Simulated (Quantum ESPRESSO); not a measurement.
The system is CdO2.

```
CELL_PARAMETERS angstrom
3.47623 0.00000 0.00000
-1.73811 3.01050 0.00000
0.00000 0.00000 4.14808
ATOMIC_POSITIONS crystal
Cd 0.00000 0.00000 0.00000
O 0.33333 0.66667 0.24422
O 0.66667 0.33333 0.75578
```

The cell comes from a database or a generator and needn't be the stable form of this composition.

Base run:

```yaml
Program: Quantum ESPRESSO 7.5
Functional: PBEsol
Potentials_or_basis: GBRV 1.5 PBEsol
Cutoff: 612 eV
Density_cutoff: 4898 eV
k_mesh: 9 × 9 × 7
Occupations: fermi-dirac, width 0.05 eV
Spin: no spin polarisation
```

Its results: band gap on the k mesh none (metal or under the smearing width); pressure -10.1 GPa; largest force 0.273 eV/Å.

Problem. The run is repeated on the same cell with these changes: functional from PBEsol to LDA; potentials or basis from GBRV 1.5 PBEsol to GBRV 1.5 LDA. What comes out?

Solution. Band gap on the k mesh none (metal or under the smearing width); pressure -14.4 GPa; largest force 0.447 eV/Å.
